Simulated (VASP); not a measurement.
These are PBE GGA, VASP's PBE PAW potentials (set 64) (plane waves; VASP 6.6.1) values and carry that method's errors.

A VASP calculation is set up with these files.

KPOINTS:
```
Automatic mesh
0
Gamma
  4 4 4
0.5 0.5 0.5
```

### INCAR
```
SYSTEM = CsPbI3
PREC = Accurate
ENCUT = 300
EDIFF = 1E-6
NELM = 100
ALGO = Normal
LREAL = .FALSE.
LASPH = .TRUE.
ISMEAR = 0
SIGMA = 0.02
GGA = PE
LMAXMIX = 4
LWAVE = .FALSE.
LCHARG = .FALSE.
ISIF = 2
```

**POSCAR**
```
CsPbI3
1
    6.3793070000     0.0000000000     0.0000000000
    0.0000000000     6.3793070000     0.0000000000
    0.0000000000     0.0000000000     6.3793070000
Cs Pb I
1 1 3
Direct
  0.5000000000   0.5000000000   0.5000000000
  0.0000000000   0.0000000000   0.0000000000
  0.0000000000   0.0000000000   0.5000000000
  0.5000000000   0.0000000000   0.0000000000
  0.0000000000   0.5000000000   0.0000000000
```

POTCAR, in this order: Cs_sv Pb_d I (PBE.64 set). Program: vasp_std.

The run wrote:

File OSZICAR:
```
       N       E                     dE             d eps       ncg     rms          rms(c)
DAV:   1     0.294588771833E+03    0.29459E+03   -0.13327E+04   224   0.908E+02
DAV:   2     0.142263505343E+02   -0.28036E+03   -0.27623E+03   280   0.269E+02
DAV:   3    -0.137565639444E+02   -0.27983E+02   -0.27929E+02   264   0.948E+01
DAV:   4    -0.144705045180E+02   -0.71394E+00   -0.71349E+00   318   0.194E+01
DAV:   5    -0.144855063878E+02   -0.15002E-01   -0.14999E-01   272   0.188E+00    0.338E+00
DAV:   6    -0.141306119649E+02    0.35489E+00   -0.62767E-01   252   0.479E+00    0.221E+00
DAV:   7    -0.140913081076E+02    0.39304E-01   -0.41651E-01   278   0.299E+00    0.120E+00
DAV:   8    -0.140987261084E+02   -0.74180E-02   -0.61607E-02   218   0.197E+00    0.249E-01
DAV:   9    -0.140971157777E+02    0.16103E-02   -0.78659E-03   288   0.755E-01    0.106E-01
DAV:  10    -0.140974604291E+02   -0.34465E-03   -0.10878E-03   222   0.175E-01    0.346E-02
DAV:  11    -0.140974970793E+02   -0.36650E-04   -0.21496E-04   284   0.935E-02    0.204E-02
DAV:  12    -0.140974981972E+02   -0.11179E-05   -0.17142E-05   248   0.290E-02    0.147E-02
DAV:  13    -0.140974975062E+02    0.69103E-06   -0.31403E-06   206   0.128E-02
   1 F= -.14097498E+02 E0= -.14097498E+02  d E =-.868606E-21
```

OUTCAR:
```
------------------------ aborting loop because EDIFF is reached ----------------------------------------
  FORCE on cell =-STRESS in cart. coord.  units (eV):
  Direction    XX          YY          ZZ          XY          YZ          ZX
  --------------------------------------------------------------------------------------
  Total       -0.1185913     -0.1185913     -0.1185913      0.0000000     -0.0000000      0.0000000
  in kB       -0.7318851     -0.7318851     -0.7318851      0.0000000     -0.0000000      0.0000000
  external PRESSURE =      -0.7318851 kB  Pullay stress =       0.0000000 kB
  volume of cell :      259.61
      direct lattice vectors                 reciprocal lattice vectors
     6.379307000  0.000000000  0.000000000     0.156756839  0.000000000  0.000000000
     0.000000000  6.379307000  0.000000000     0.000000000  0.156756839  0.000000000
     0.000000000  0.000000000  6.379307000     0.000000000  0.000000000  0.156756839
 POSITION                                       TOTAL-FORCE (eV/Angst)
 -----------------------------------------------------------------------------------
      3.18965      3.18965      3.18965         0.000000      0.000000      0.000000
      0.00000      0.00000      0.00000         0.000000      0.000000      0.000000
      0.00000      0.00000      3.18965         0.000000      0.000000      0.000000
      3.18965      0.00000      0.00000         0.000000      0.000000      0.000000
      0.00000      3.18965      0.00000         0.000000      0.000000      0.000000
 -----------------------------------------------------------------------------------
    total drift:                                0.000000      0.000000     -0.000000
  FREE ENERGIE OF THE ION-ELECTRON SYSTEM (eV)
  ---------------------------------------------------
  free  energy   TOTEN  =       -14.0974975062 eV

  energy  without entropy=      -14.0974975062  energy(sigma->0) =      -14.09749751
```
(Selected blocks of OUTCAR.)

At this cut-off the stress carries a Pulay error, which pulls relaxed volumes low.

The structure comes from a computed database's CsPbI3 entry; how it stands against other phases isn't given here. The cell was not relaxed at this level.
